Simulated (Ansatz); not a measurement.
# AlGa3N4 (Pm), clamped-ion strain scan

These are results of DFT PBEsol, scalar-relativistic, plane waves, PAW in Ansatz, not measurements. The runs took a 420 eV cutoff, a Γ-centred 6×8×6 mesh and Gaussian smearing (0.05 eV). No spin polarisation. Energies are free energies at this smearing, counted from the undisturbed cell; pressure is positive in compression.

Zero of the scan (relaxed at this level; it needn't be the usual structure):

```
Al Ga N
1.0
     5.14235    0.00000    0.00012
     0.00000    3.16498    0.00000
    -0.00359    0.00000    5.47849
Al Ga N
1 3 4
Cartesian
  0.0007 1.5825 3.6561
  2.5654 1.5825 1.8349
  2.5632 0.0000 4.5557
  5.1410 0.0000 0.9105
  0.6142 1.5825 1.8632
  0.6020 0.0000 4.5273
  3.1899 0.0000 0.9107
  3.2436 1.5825 3.6559
```

The cell is strained by ε times the Voigt pattern (0, 0, 1, 0, 0, 0) (xx, yy, zz, yz, xz, xy; engineering shear) with fractional coordinates fixed.

```csv
ε,ΔE (meV/atom),"stress summed along the pattern (GPa, tension positive)",pressure (GPa),gap on the mesh (eV)
-0.1500,479.9,?,?,2.54
-0.1125,?,-71.70,33.1,?
-0.0750,98.1,-41.31,19.1,2.55
-0.0375,22.3,-17.89,8.3,2.49
0.0000,0.0,0.02,0.0,2.36
0.0375,18.6,13.59,-6.3,2.04
0.0750,67.9,23.73,-11.1,1.70
0.1125,140.1,31.16,-14.7,1.33
0.1312,182.5,34.04,-16.1,1.14
0.1500,?,36.44,-17.4,?
```

(1) Give the withheld values.

Answers

(1) stress summed along the pattern (GPa, tension positive) at ε = -0.1500: -110.89; pressure (GPa) at ε = -0.1500: 51.4; ΔE (meV/atom) at ε = -0.1125: 243.8; gap on the mesh (eV) at ε = -0.1125: 2.57; ΔE (meV/atom) at ε = 0.1500: 228.7; gap on the mesh (eV) at ε = 0.1500: 0.95.